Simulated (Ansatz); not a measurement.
**Guessed and relaxed cells of Ge**

Recipe of this trial structure of Ge: 3-, 4-connected net of one element (Pnc2, No. 30). Lengths were set from tabulated atomic sizes, so they are only a guess.

start.xyz

```xyz
8
Lattice="3.9822 0.0000 0.0000 0.0000 6.8376 0.0000 0.0000 0.0000 6.9556" Properties=species:S:1:pos:R:3 pbc="T T T"
Ge    0.7218    5.9524    0.7483
Ge    3.2604    0.8851    0.7483
Ge    0.7218    4.3039    4.2261
Ge    3.2604    2.5337    4.2261
Ge    2.9936    2.8085    6.4907
Ge    0.9886    4.0291    6.4907
Ge    2.9936    0.6103    3.0129
Ge    0.9886    6.2273    3.0129
```

Method: DFT PBE, scalar-relativistic, plane waves, PAW (Ansatz 0.2.0). Cutoff 420 eV, Gaussian smearing, Γ-centred meshes. Cell and atoms relax first on a coarse mesh and then on a finer one. In between, the cell is made exact in the group found at 0.06 Å. In metals the finer mesh still leaves noise of several meV/atom or more. The steps can't lower the symmetry of their start. No spin polarisation.

end.xyz

```xyz
4
Lattice="-2.0692 3.9594 3.4566 2.0692 -3.9594 3.4566 2.0692 3.9594 -3.4566" Properties=species:S:1:pos:R:3 pbc="T T T"
Ge    0.0000    4.6682    1.0162
Ge    0.0000    0.7088    5.8971
Ge    2.0692    3.2506   -2.4405
Ge    2.0692   -0.7088    2.4405
```

The symmetry goes from Pnc2 (No. 30) to Imma (No. 74), and the primitive cell from 8 to 4 atoms. The volume per atom grows by 19.6 %, from 23.7 to 28.3 Å³. The shortest distance goes from 2.28 Å (Ge–Ge) to 2.48 Å (Ge–Ge). The energy falls by about 0.47 eV/atom (the start's value is from the coarse mesh). The end is written in a standard setting, so origin, axes and order of atoms can differ from the start's.

```yaml
Volume_per_atom: 28.32 Å³
Density: 4.26 g/cm³
Energy_over_the_standard_state: +0.17 eV/atom
Gap_on_the_14×14×14_mesh_of_the_4-atom_cell: 0 eV (the bands overlap slightly)
```

Energies count from the standard state of Ge at the same level. So it is a metastable form at best.

The last run used Gaussian smearing of 0.10 eV. The zero gap may come from the functional, which often closes small gaps. A later test with randomly moved atoms came back to the same energy, though modes that don't fit the test's cell weren't probed. In all, the 3 runs took 10 min on 1 thread of Arm Neoverse V2, on a shared host. Another cell of Ge relaxed alike, in Fd-3m, lies 173 meV/atom lower, so this cell isn't the stable form at this level.
